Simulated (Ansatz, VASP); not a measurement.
Sc: VASP beside Ansatz

```
Sc
1.0
     3.31000    0.00000    0.00000
    -1.65500    2.86654    0.00000
     0.00000    0.00000    5.27000
Sc
2
Cartesian
  0.0000 1.9110 1.3175
  1.6550 0.9555 3.9525
```

Alike in both runs: task relaxation of cell and atoms; functional LDA; k mesh 6 × 6 × 4; occupations gaussian, width 0.1 eV; no spin polarisation.

```csv
,VASP,Ansatz
version,VASP 6.6.1,Ansatz 0.2.0
potentials or method,"VASP PAW LDA potentials, release 64 (Sc_sv)","scalar-relativistic, plane waves, PAW"
plane-wave cutoff (eV),600,420
valence electrons in the cell,22,22
```

Ansatz gave:

- gap on the k mesh at the Fermi level, each at its own relaxed structure (eV): none
- relaxed volume (Å³/atom): 22.53
- relaxed cell length with the largest relative difference (Å): 3.237
- energy change over the relaxation (meV/atom): -51

Q: Which values does VASP return?

A: gap on the k mesh at the Fermi level, each at its own relaxed structure (eV): none; relaxed volume (Å³/atom): 22.58; relaxed cell length with the largest relative difference (Å): 3.240; energy change over the relaxation (meV/atom): -49.

A gap of «none» marks a metal or a gap that the smearing closes.

Caveats: the k mesh is coarse (spacing up to 0.37 Å⁻¹), so the values aren't converged.
